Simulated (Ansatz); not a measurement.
# PtS2 (P-3m1) in Ansatz: notebook, part 2 of 2

Ansatz 0.2.0.

## (3) Phonons, PBE

File input.yaml:

```yaml
crystal:
  lattice:
    - [3.5432, 0.0, 0.0]
    - [-1.7716, 3.0685012107, 0.0]
    - [0.0, 0.0, 5.0388]
  atoms:
    - { symbol: Pt, position: [0.0, 0.0, 0.0] }
    - { symbol: S, position: [0.6666666667, 0.3333333333, 0.773] }
    - { symbol: S, position: [0.3333333333, 0.6666666667, 0.227] }
hamiltonian:
  xc: pbe
  pseudopotentials: { kind: paw }
kpoints:
  mp_grid: { grid: [7, 7, 4] }
scf:
  occupations: { method: fixed }
phonons:
  method: dfpt
  dielectric: true
  rigid_motions: translations
```

Potentials or basis: Ansatz PAW.

Command:

```
$ ansatz run input.yaml --threads 2 --pin off --max-ram 5632MiB --backend cpu --events-out ev --progress --plain --runs-dir out
```

Log:

```text
Warning: RAYON_NUM_THREADS=2 ignored (pool sized by the plan → 2); use --threads N
Engine: ansatz 0.2.0, aarch64-unknown-linux-gnu
Pseudopotentials: kind: paw
Pseudopotential: Pt, paw, valence charge 18, recommended cutoff 420 eV (normal), Pt.paw.azcp
Pseudopotential: S, paw, valence charge 6, recommended cutoff 420 eV (normal), S.paw.azcp
Functional definition: PBE
  parameter kappa = 0.804
  parameter beta = 0.06672455060314922
  exchange = pbe_x(kappa = kappa, mu = beta*pi^2/3)
  correlation = pbe_c(beta = beta)
Crystal: 3 atoms, lattice volume = 54.783 Å³
Basis set: ecut = 420 eV, 1043 PW (Γ), exchange–correlation on 48×48×72 points (8 copies of the dense FFT grid, shifted against one another)
Bands: 19, of which v1, the nominal top of the filled ones, is band 15 counted from 1 (14 counted from 0)
Symmetry: 12 space group operations
k-points: 60 of 196 (irreducible under 2 space group operations, time reversal used)
Non-local potential: Pt, projectors of the file, l = 0: 3, l = 1: 2, l = 2: 2, l = 3: 1
Non-local potential: S, projectors of the file, l = 0: 2, l = 1: 2, l = 2: 2
PAW form: soft (Blöchl's): semilocal exchange-correlation on the pseudo side does not see the compensation charge
PAW one-centre angular grid: Pt, 590 points (default); XC on 64 Gauss nodes
PAW one-centre angular grid: S, 110 points (default); XC on 64 Gauss nodes
Initial density: superposition of atomic densities (neutral atoms: chi_scale 0, normalization atom), corrected by the library's trained network
Initial wavefunctions: pseudopotential atomic-orbital guess
Functional: x = pbe(κ = 0.804, μ = 0.2195149727645171), c = pbe(β = 0.06672455060314922)
SCF iter   1: F=—  HF=-14328.055732 eV  |F-HF|=—  |Δ(HF+E_count)|=         —  Δρ=3.40e-3  dr2=6.34e-3  ethr=1.77e-3  ⟨swp⟩=5.0  Hψ=5081  notcnv=0  defer=120
preconditioner: auto → Resta (q_TF=auto, 2.468 Å⁻¹)  ε∞=6.6  [insulator: Δε(μ)=0.842 eV  Ē_g=9.972 eV  n_scr=20 (ndim 8)  ℏωp=23.5 eV  f_vac=0.021  ε∞_Penn≈6.6]
SCF iter   2: F=—  HF=-14328.055466 eV  |F-HF|=—  |Δ(HF+E_count)|=   2.66e-4  Δρ=1.79e-3  dr2=2.26e-3  ethr=2.11e-5  ⟨swp⟩=2.0  Hψ=2377  notcnv=0  defer=120
SCF iter   3: F=—  HF=-14328.055451 eV  |F-HF|=—  |Δ(HF+E_count)|=   1.51e-5  Δρ=5.21e-4  dr2=1.72e-4  ethr=7.53e-6  ⟨swp⟩=2.0  Hψ=1800  notcnv=0  defer=120
SCF iter   4: F=—  HF=-14328.055438 eV  |F-HF|=—  |Δ(HF+E_count)|=   1.32e-5  Δρ=2.06e-4  dr2=2.34e-5  ethr=5.73e-7  ⟨swp⟩=2.9  Hψ=1902  notcnv=0  defer=108
SCF iter   5: F=—  HF=-14328.055440 eV  |F-HF|=—  |Δ(HF+E_count)|=   2.23e-6  Δρ=7.04e-5  dr2=4.47e-6  ethr=7.80e-8  ⟨swp⟩=2.0  Hψ=1677  notcnv=0
SCF iter   6: F=—  HF=-14328.055443 eV  |F-HF|=—  |Δ(HF+E_count)|=   2.56e-6  Δρ=2.86e-5  dr2=6.19e-7  ethr=1.49e-8  ⟨swp⟩=2.0  Hψ=1673  notcnv=0
SCF iter   7: F=—  HF=-14328.055446 eV  |F-HF|=—  |Δ(HF+E_count)|=   2.81e-6  Δρ=3.62e-6  dr2=7.38e-9  ethr=2.06e-9  ⟨swp⟩=2.0  Hψ=1693  notcnv=0
SCF iter   8: F=—  HF=-14328.055446 eV  |F-HF|=—  |Δ(HF+E_count)|=   2.09e-8  Δρ=9.36e-7  dr2=5.12e-10  ethr=2.46e-11  ⟨swp⟩=2.0  Hψ=1801  notcnv=0
SCF iter   9: F=-14328.055446 eV  HF=-14328.055446 eV  |F-HF|=5.64e-11  |Δ(HF+E_count)|=   1.10e-9  Δρ=2.06e-7  dr2=2.94e-11  ethr=1.00e-12  ⟨swp⟩=7.6  Hψ=6642  notcnv=0
SCF 1 converged in 9 iterations: F = -14328.055446 eV  dr2 = 2.94e-11
NSCF: frozen V_eff on 35 k-points
DFPT response loops at Γ: preconditioner auto → Resta (q_TF=auto, 2.468 Å⁻¹)  ε∞=8.5 (no band partly filled); β = 1.00, the filter's whole step (`scf.mixing.beta` (0.50) is not read by the response loops at its default; to damp them type it under 1.00, their step now; it binds the ground state too); Broyden in place of MSR1
── the response to a field inside a basis, on 12×12×8 k-points: an SCF that follows is theirs, and a resumed run solves both again ──
Bands: 16, of which v1, the nominal top of the filled ones, is band 15 counted from 1 (14 counted from 0)
k-points: 312 of 1152 (irreducible under 4 space group operations)
Initial density: handed on by an earlier stage of this run
Initial wavefunctions: pseudopotential atomic-orbital guess (no wavefunctions were taken with the density)
Eigensolver: Dense (312 Hₖ)
SCF iter   1: F=—  HF=-14328.052456 eV  |F-HF|=—  |Δ(HF+E_count)|=         —  Δρ=3.90e-4  dr2=2.12e-5  ethr=1.00e-1
preconditioner: auto → Resta (q_TF=auto, 2.468 Å⁻¹)  ε∞=11.1  [insulator: Δε(μ)=0.750 eV  Ē_g=7.389 eV  n_scr=20 (ndim 8)  ℏωp=23.5 eV  f_vac=0.021  ε∞_Penn≈11.1]
SCF iter   2: F=—  HF=-14328.052456 eV  |F-HF|=—  |Δ(HF+E_count)|=   2.35e-7  Δρ=1.94e-4  dr2=3.96e-6  ethr=7.08e-8
SCF iter   3: F=—  HF=-14328.052457 eV  |F-HF|=—  |Δ(HF+E_count)|=   1.06e-6  Δρ=4.22e-5  dr2=4.98e-7  ethr=1.32e-8
SCF iter   4: F=-14328.052457 eV  HF=-14328.052457 eV  |F-HF|=1.22e-8  |Δ(HF+E_count)|=   4.41e-8  Δρ=8.97e-6  dr2=4.22e-8  ethr=1.66e-9
SCF 1 converged in 4 iterations: F = -14328.052457 eV  dr2 = 4.22e-8
DFPT response loops at Γ: preconditioner auto → Resta (q_TF=auto, 2.468 Å⁻¹)  ε∞=8.9 (no band partly filled); β = 1.00, the filter's whole step (`scf.mixing.beta` (0.50) is not read by the response loops at its default; to damp them type it under 1.00, their step now; it binds the ground state too); Broyden in place of MSR1
WARN: field response: ε∞ stands inside a basis, on 12×12×8 points; the force constants stand on the 7×7×4 k-mesh, whose period is 10.33 times the interband length at k = (0.0000, 0.2857, 0.2500), direct gap 1.010 eV, under 14: take them and everything formed from them as unconverged, and compare with a denser kpoints.mp_grid
SCF converged after 9 iterations
Free energy (F): -14328.055446 eV
Harris-Foulkes:  -14328.055446 eV  (|F-HF|=5.64e-11)
Internal energy: -14328.055446 eV  (E = F + TS)
E sigma→0 (E₀):  -14328.055446 eV
Fermi energy:    10.914509 eV
--- Per-component energies (eV) ---
  E_band       = -320.288190
  E_kinetic    = 855.133688
  E_local      = -3139.933689  (includes V_loc(G=0)·N_el)
  E_nonlocal   = 255.076785
  E_hartree    = 1243.833517
  E_xc         = -457.845758
  E_vxc        = -480.240644  (∫ρ·V_xc dr)
  E_paw        = -10654.115803  (= ΣΔE_a)
  E_vpaw       = -297.991523  (= ΣTr[D̂ρ^β])
  E_aug_tail   = 0.000189  (compensation charges beyond the density's cutoff)
  E_ewald      = -2430.204375
  E_smearing   = -0.000000  (= −TS)
  E_closure    = -0.000000  (closes the sum)
  Σ components = -14328.055446   (vs F -14328.055446, Δ=0.00e0)
--- Band table (eV; the first three rows and the last of 60) ---
  k-point 0: bands = ["-88.5588", "-42.8317", "-42.8317", "-42.6496", "-4.6090", "-1.3505", "3.9159", "3.9159", "4.0541", "6.9784", "6.9784", "9.1794", "9.8222", "9.8222", "10.8450", "13.4288", "13.4288", "15.7412", "16.7302"]
  k-point 1: bands = ["-88.5588", "-42.8317", "-42.8317", "-42.6496", "-4.4825", "-1.6968", "3.9259", "3.9259", "4.6366", "6.9667", "6.9667", "8.9464", "9.7267", "9.7267", "10.3791", "13.6586", "13.6586", "15.9567", "17.5772"]
  k-point 2: bands = ["-88.5588", "-42.8317", "-42.8317", "-42.6496", "-4.3309", "-2.0406", "3.9360", "3.9360", "5.3211", "6.9556", "6.9556", "8.4796", "9.6361", "9.6361", "10.0662", "13.9030", "13.9030", "16.4088", "18.3089"]
  k-point 59: bands = ["-88.5584", "-42.8506", "-42.8389", "-42.6469", "-2.9190", "-2.2338", "4.1043", "4.6014", "5.2301", "6.1077", "6.3426", "7.7849", "8.3503", "9.0545", "9.5926", "12.6926", "13.2019", "16.8536", "18.2902"]
--- Phonons (Γ-DFPT): 4 representative perturbations + reference, on 60 of 196 k-points (Σ response iterations 12) ---
  k mesh reduced under 2 symmetry operations, with k and −k counted as one. Each operation leaves every solved perturbation unchanged. A smaller set is not considered because the run solves the response to a homogeneous field
  ASR residual: 6.200e-5 → 0.000e0 eV/Å²; symmetrization residual: 1.301e-5 eV/Å²
  ASR residual per site (eV/Å²): 6.20e-5 3.26e-5 3.26e-5
  Γ frequencies (cm⁻¹): 0.00 0.00 0.00 337.12 337.12 338.70 338.70 344.45 352.94
  ε∞ (high-frequency dielectric tensor):
       18.321691     0.000000    -0.000000
       -0.000000    18.321691     0.000000
       -0.000000     0.000000     9.389263
  ε⁰ (static dielectric tensor: ions relaxed, cell fixed):
       19.688121     0.000000    -0.000000
        0.000000    19.688121     0.000000
       -0.000000     0.000000     9.445824
  ε⁰ − ε∞ (ionic part):
        1.366430     0.000000    -0.000000
        0.000000     1.366430     0.000000
       -0.000000     0.000000     0.056561
  softest optical mode at Γ: 337.12 cm⁻¹; the repairs (sum rule, projections) moved no ω² at Γ by more than (1.13 cm⁻¹)²
  Born effective charges Z* (e; rows j = field, columns β = displacement):
    site 0:
         2.90211    0.00000   -0.00000
         0.00000    2.90211    0.00000
        -0.00000    0.00000   -0.60045
    site 1:
        -1.45106   -0.00000    0.00000
        -0.00000   -1.45106   -0.00000
         0.00000   -0.00000    0.30023
    site 2:
        -1.45106   -0.00000    0.00000
        -0.00000   -1.45106   -0.00000
         0.00000   -0.00000    0.30023
  Z* charge neutrality: 5.975e-4 e pre-enforcement
  solved inside a basis spanned on kpoints, on 12×12×8 k-points, its susceptibility summed on 14×14×10: ε∞ is read to err by 7.6e-2, Z* by 2.0e-2 e (field_mesh: kpoints solves on kpoints); Z* is corrected for what the basis lacks
  optical modes at Γ without the LO–TO term, one row a degenerate level:
      ω (cm⁻¹)  modes    IR ((D/Å)²/amu)
        337.12      2             0.0000
        338.70      2             8.0528
        344.45      1             0.1724
        352.94      1             0.0000
  optical modes at Γ + LO–TO along q̂ = [1.0000, 0.0000, 0.0000]:
      ω (cm⁻¹)  modes    IR ((D/Å)²/amu)
        337.12      2             0.0000
        338.70      1             4.0264
        344.45      1             0.1724
        351.11      1             4.0264
        352.94      1             0.0000
  optical modes at Γ + LO–TO along q̂ = [0.0000, 1.0000, 0.0000]:
      ω (cm⁻¹)  modes    IR ((D/Å)²/amu)
        337.12      2             0.0000
        338.70      1             4.0264
        344.45      1             0.1724
        351.11      1             4.0264
        352.94      1             0.0000
  optical modes at Γ + LO–TO along q̂ = [0.0000, 0.0000, 1.0000]:
      ω (cm⁻¹)  modes    IR ((D/Å)²/amu)
        337.12      2             0.0000
        338.70      2             8.0528
        345.48      1             0.1724
        352.94      1             0.0000
```

second_order_force_constants.tsv:

```text
# format = ansatz-second-order-force-constants/2
# a1_ang = 3.5432000000063377e0 0e0 0e0
[... 48 lines left out ...]
2	0	0	0	0	0	-1.0179443860915455e1	-4.079406107732387e-23	1.5326251508196733e-15	-4.07940610608893e-23	-1.0179443860915455e1	9.204682038576193e-23	1.5326251631036471e-15	8.042033733154434e-23	-1.0527545767888377e1
2	1	0	0	0	1	-1.6097421883934457e0	-1.5861323775294747e-23	2.7304131360135845e-16	-1.5861323791729342e-23	-1.6097421883934457e0	-5.813241527108784e-24	2.730413013173846e-16	5.813241527108784e-24	-2.07926385569111e0
2	2	0	0	0	2	1.1789186049308901e1	5.665538485261862e-23	-1.805666464421032e-15	5.665538485261864e-23	1.1789186049308901e1	-8.623357885865315e-23	-1.8056664644210316e-15	-8.623357885865312e-23	1.2606809623579487e1
```

It took 80 s on 2 threads of Arm Neoverse V2, shared host; peak memory 1.3 GiB.

Results:

```yaml
Free_energy: -14328.0554 eV
Band_gap_on_the_k_mesh: 0.84 eV, indirect (least direct gap 1.01 eV)
Electronic_dielectric_tensor_diagonal: 18.32, 18.32, 9.39
Born_charges_mean_of_the_diagonal: Pt +1.73; S -0.87 e
Highest_phonon_frequency_at_Γ_LO-TO_splitting_left_out: 353 cm⁻¹
Static_dielectric_tensor_diagonal: 19.69, 19.69, 9.45
```

Phonon frequencies in cm⁻¹ (negative: imaginary):
```
              q point                    frequencies
(0.000, 0.000, 0.000)  0 0 0 337 337 339 339 344 353
```

Electronic dielectric tensor:
```
18.32  0.00  0.00
 0.00 18.32  0.00
 0.00  0.00  9.39
```

Born effective charge tensors (e):
atom 1, Pt
```
 2.90  0.00  0.00
 0.00  2.90  0.00
 0.00  0.00 -0.60
```
atom 2, S
```
-1.45  0.00  0.00
 0.00 -1.45  0.00
 0.00  0.00  0.30
```
atom 3, S
```
-1.45  0.00  0.00
 0.00 -1.45  0.00
 0.00  0.00  0.30
```

Static dielectric tensor, electrons and zone-centre modes:
```
19.69  0.00  0.00
 0.00 19.69  0.00
 0.00  0.00  9.45
```

Caveat: odd divisions of the mesh miss points on the zone boundary, where band edges often lie, so the gap on the mesh can be too wide; spin-orbit coupling is left out, which moves the levels of the heavy elements. PBE gaps usually lie below the measured ones, often by a third to a half.
